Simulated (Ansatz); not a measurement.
## KF: frozen-core PAW against all-electron methods

```
CELL_PARAMETERS angstrom
0.00000 2.97480 2.97480
2.97480 0.00000 2.97480
2.97480 2.97480 0.00000
ATOMIC_POSITIONS crystal
K 0.00000 0.00000 0.00000
F 0.25000 0.25000 0.25000
```

Atom numbers follow the list: K1, F2.

The cell was built from the zincblende type and relaxed in the same program, and has space group F-43m; it needn't be a known or the stable phase.

Methods: DFT, PBE, PAW with Ansatz's default frozen-core files, scalar-relativistic (Ansatz 0.2.0); DFT, PBE, all-electron LAPW, scalar-relativistic (Ansatz 0.2.0).

For PAW: a Γ-centred 11×11×11 k mesh, Fermi–Dirac smearing of 0.05 eV, cutoff 420 eV, no spin polarisation. LAPW targets a basis error of 0.25 meV/atom. The Ansatz runs share mesh, smearing and spin set-up. Plane-wave (PAW) pressures include the program's estimate of the Pulay term.

Stress and pressure are positive in compression.

Levels count from the top of the valence band.

PAW results:

| quantity | PAW |
| --- | --- |
| pressure (GPa) | 0.01 |
| band gap (eV) | 5.061 |
| highest filled level at X (eV) | -0.002 |
| lowest empty level at X (eV) | 8.154 |
| highest filled level at Γ (eV) | -0.181 |
| lowest empty level at Γ (eV) | 5.061 |

What does full-potential LAPW give for the same quantities?


| quantity | LAPW |
| --- | --- |
| pressure (GPa) | 0.02 |
| band gap (eV) | 5.059 |
| highest filled level at X (eV) | -0.002 |
| lowest empty level at X (eV) | 8.153 |
| highest filled level at Γ (eV) | -0.181 |
| lowest empty level at Γ (eV) | 5.059 |
